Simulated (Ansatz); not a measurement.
# Rb: the cost of one run

Method: DFT PBE, scalar-relativistic, plane waves, PAW, in Ansatz 0.2.0.

2 further runs of the same task are left out: 2 set aside as unsound or not needed.

**1. The system as given**

The cell holds 20 atoms (Rb20): a = 12.368 Å, b = 12.846 Å, c = 12.830 Å, α = 86.83°, β = 87.22°, γ = 89.48°.

It is the last frame of an earlier stage of the same melt, run at 900 K.

Structure file:

```cif
data_structure
_symmetry_space_group_name_H-M 'P 1'
_symmetry_Int_Tables_number 1
_cell_length_a 12.3685
_cell_length_b 12.8465
_cell_length_c 12.8300
_cell_angle_alpha 86.829
_cell_angle_beta 87.215
_cell_angle_gamma 89.480
_cell_volume 2033.01
loop_
_atom_site_label
_atom_site_type_symbol
_atom_site_fract_x
_atom_site_fract_y
_atom_site_fract_z
_atom_site_occupancy
Rb1 Rb 0.85025 0.29648 0.87274 1
Rb2 Rb 0.44878 0.65632 0.86283 1
Rb3 Rb 0.43688 0.15474 0.37626 1
Rb4 Rb 0.32564 0.80986 0.14897 1
Rb5 Rb 0.08671 0.34862 0.45188 1
Rb6 Rb 0.65656 0.10061 0.63746 1
Rb7 Rb 0.51773 0.33680 0.06772 1
Rb8 Rb 0.27151 0.74839 0.57330 1
Rb9 Rb 0.73444 0.59629 0.08592 1
Rb10 Rb 0.86383 0.15854 0.18434 1
Rb11 Rb 0.38597 0.38489 0.65674 1
Rb12 Rb 0.64145 0.96134 0.95829 1
Rb13 Rb 0.03137 0.00687 0.65608 1
Rb14 Rb 0.04099 0.92238 0.31809 1
Rb15 Rb 0.33238 0.00901 0.84290 1
Rb16 Rb 0.02372 0.55285 0.80154 1
Rb17 Rb 0.79868 0.73382 0.57051 1
Rb18 Rb 0.15720 0.39890 0.07144 1
Rb19 Rb 0.69982 0.44661 0.38148 1
Rb20 Rb 0.01005 0.86475 0.01628 1
```

**2. Stage at 650 K**

One k point, a Fermi-Dirac width of 0.056 eV and a fixed cell.

Input file input.yaml:

```yaml
crystal:
  lattice:
    - [12.364567, 0.052936, 0.305384]
    - [0.052936, 12.841462, 0.354632]
    - [0.305384, 0.354632, 12.821501]
  atoms:
    - { symbol: Rb, position: [0.8502455674, 0.2964802546, 0.8727417715] }
    - { symbol: Rb, position: [0.4487845596, 0.6563168245, 0.8628338037] }
    - { symbol: Rb, position: [0.4368848153, 0.1547439074, 0.3762597391] }
    - { symbol: Rb, position: [0.3256447883, 0.8098623176, 0.1489738125] }
    - { symbol: Rb, position: [0.0867148276, 0.3486237187, 0.4518756254] }
    - { symbol: Rb, position: [0.6565604155, 0.1006075635, 0.6374642975] }
    - { symbol: Rb, position: [0.5177268531, 0.3367952841, 0.067717465] }
    - { symbol: Rb, position: [0.2715080489, 0.7483869456, 0.5733026686] }
    - { symbol: Rb, position: [0.734438629, 0.5962939883, 0.0859174502] }
    - { symbol: Rb, position: [0.8638327764, 0.1585360239, 0.1843427121] }
    - { symbol: Rb, position: [0.3859732552, 0.3848869844, 0.6567395349] }
    - { symbol: Rb, position: [0.6414492382, 0.9613362893, 0.9582867821] }
    - { symbol: Rb, position: [0.031372946, 0.0068666009, 0.6560772908] }
    - { symbol: Rb, position: [0.0409922809, 0.9223802074, 0.3180884266] }
    - { symbol: Rb, position: [0.3323764838, 0.009005549, 0.8428969754] }
    - { symbol: Rb, position: [0.0237247366, 0.5528525212, 0.8015354238] }
    - { symbol: Rb, position: [0.7986758388, 0.7338206763, 0.5705062137] }
    - { symbol: Rb, position: [0.1571956506, 0.3988964242, 0.0714432029] }
    - { symbol: Rb, position: [0.6998204041, 0.4466107161, 0.3814802041] }
    - { symbol: Rb, position: [0.0100460369, 0.8647471416, 0.0162779138] }
  symmetry: { detect: false }
basis:
  ecutwfc: 420
  xc_grid: 1
kpoints:
  mp_grid: { grid: [1, 1, 1], shift: [0.25, 0.25, 0.25] }
hamiltonian:
  xc: pbe
scf:
  occupations: { method: fermi_dirac, width: 0.056 }
  lower_state_search: "off"
  convergence: { dr2_threshold: 1.0e-05 }
output:
  forces: true
  stress: true
md:
  timestep: 3.0
  n_steps: 20
  ensemble: nvt_langevin
  friction: 0.005
  temperature: 650.0
  initial_velocities: maxwell_boltzmann
  seed: 12540
```

Run with:

```
$ ansatz run input.yaml --threads 2 --pin off --max-ram 5120MiB --backend cpu --events-out ev --progress --plain --runs-dir out
```

What time and memory should one allow on 2 threads of Arm Neoverse N1, shared host?

About 5.6 min, with a peak of 1.6 GiB.
